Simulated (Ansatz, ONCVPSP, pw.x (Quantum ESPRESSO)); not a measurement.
# What a changed setting does to a pw.x run (sc La)

Potential: optimised norm-conserving Vanderbilt (ONCV), ONCVPSP 4.0.1.1 (patched build), PBE; core [Kr] 4d10, reference 5s2 5p6 5d1 6s2; waves: 5s+6s: rc 2.55 bohr, ncon 4, nbas 7, qcut 4.2 1/bohr, 2 projectors; 5p: rc 2.00 bohr, ncon 3, nbas 8, qcut 4.2 1/bohr, 2 projectors, debl 3.2 Ha; 5d: rc 3.00 bohr, ncon 3, nbas 8, qcut 4.6 1/bohr, 2 projectors, debl 2.9 Ha; f scattering state at 0.31 Ha: rc 2.40 bohr, ncon 5, nbas 8, qcut 4.6 1/bohr, 2 projectors, debl 0.2 Ha; local part: polynomial inside 1.55 bohr (lpopt 5, dvloc0 6 Ha); core correction: polynomial model core, fcfact 0.35. In the f channel the program set the typed energies aside and used -0.160, 0.040 Ha.

The reference run (k-mesh 10³, cutoffs 120/480 Ry, Fermi–Dirac 0.01 Ry, mixing_beta 0.4, conv_thr 1e-9, no spin) gives -0.25 GPa at 37.009 Å³/atom, where all-electron LAPW gives -0.04 GPa. This run, with its own iteration cap, changes conv_thr to 1e-12.

```
&control
  calculation='scf', prefix='x', pseudo_dir='./', outdir='./tmp', tstress=.true., disk_io='none'
/
&system
  ibrav=0, nat=1, ntyp=1, ecutwfc=120, ecutrho=480, nbnd=13,
  occupations='smearing', smearing='fd', degauss=0.01
/
&electrons
  conv_thr=1e-12, mixing_beta=0.4, electron_maxstep=50
/
ATOMIC_SPECIES
La 1.0 La.UPF
CELL_PARAMETERS angstrom
  3.33249201 0.00000000 0.00000000
  0.00000000 3.33249201 0.00000000
  0.00000000 0.00000000 3.33249201
ATOMIC_POSITIONS crystal
La 0.0000 0.0000 0.0000
K_POINTS automatic
10 10 10 0 0 0
```

```bash
pw.x < La.scf.in > La.scf.out
```

Q: How does the run end?

A: It converges in 11 iterations; the free energy moves by +0.0 meV/atom and the pressure by +0.00 GPa. The result is that of the reference run.

```
Message from routine setup:
     using ibrav=0 with symmetry is DISCOURAGED, use correct ibrav instead
     lattice parameter (alat)  =       6.2975  a.u.
     unit-cell volume          =     249.7491 (a.u.)^3
     number of electrons       =        11.00
     number of Kohn-Sham states=           13
     kinetic-energy cutoff     =     120.0000  Ry
     charge density cutoff     =     480.0000  Ry
     scf convergence threshold =      1.0E-12
     Exchange-correlation= PBE
     number of k points=    56  Fermi-Dirac smearing, width (Ry)=  0.0100
     iteration #  1     ecut=   120.00 Ry     beta= 0.40
     c_bands:  2 eigenvalues not converged
     c_bands:  5 eigenvalues not converged
     c_bands:  1 eigenvalues not converged
     c_bands:  2 eigenvalues not converged
     c_bands:  2 eigenvalues not converged
     c_bands:  1 eigenvalues not converged
     [... 3 repeated lines left out ...]
     total energy              =     -81.69300729 Ry
     estimated scf accuracy    <       0.00223975 Ry
     iteration #  2     ecut=   120.00 Ry     beta= 0.40
     total energy              =     -81.69293113 Ry
     estimated scf accuracy    <       0.00057025 Ry
     iteration #  3     ecut=   120.00 Ry     beta= 0.40
     [... 4 repeated lines left out ...]
     total energy              =     -81.69297576 Ry
     estimated scf accuracy    <       0.00003515 Ry
     iteration #  4     ecut=   120.00 Ry     beta= 0.40
     [... 4 repeated lines left out ...]
     total energy              =     -81.69298373 Ry
     estimated scf accuracy    <       0.00000181 Ry
     iteration #  5     ecut=   120.00 Ry     beta= 0.40
     [... 2 repeated lines left out ...]
     total energy              =     -81.69298432 Ry
     estimated scf accuracy    <       0.00000129 Ry
     iteration #  6     ecut=   120.00 Ry     beta= 0.40
     total energy              =     -81.69298465 Ry
     estimated scf accuracy    <          6.3E-09 Ry
     iteration #  7     ecut=   120.00 Ry     beta= 0.40
     [... 2 repeated lines left out ...]
     total energy              =     -81.69298467 Ry
     estimated scf accuracy    <          5.3E-09 Ry
     iteration #  8     ecut=   120.00 Ry     beta= 0.40
     total energy              =     -81.69298467 Ry
     estimated scf accuracy    <          2.0E-09 Ry
     iteration #  9     ecut=   120.00 Ry     beta= 0.40
     total energy              =     -81.69298467 Ry
     estimated scf accuracy    <          3.7E-12 Ry
     iteration # 10     ecut=   120.00 Ry     beta= 0.40
     [... 2 repeated lines left out ...]
     total energy              =     -81.69298468 Ry
     estimated scf accuracy    <          6.3E-12 Ry
     iteration # 11     ecut=   120.00 Ry     beta= 0.40
     the Fermi energy is    10.9398 ev
!    total energy              =     -81.69298468 Ry
     estimated scf accuracy    <          2.6E-14 Ry
     smearing contrib. (-TS)   =      -0.00908836 Ry
     The total energy is F=E-TS. E is the sum of the following terms:
     one-electron contribution =      -7.32402992 Ry
     hartree contribution      =       8.42071826 Ry
     xc contribution           =     -28.26480109 Ry
     ewald contribution        =     -54.51578357 Ry
     convergence has been achieved in  11 iterations
          total   stress  (Ry/bohr**3)                   (kbar)     P=       -2.50
     Message from routine punch:
     Nothing written, as per user request (disk_io='none')
```

The run took about 3.1 min on one core of a shared host (Neoverse-N1, 64 threads, 124 GiB, load 53).
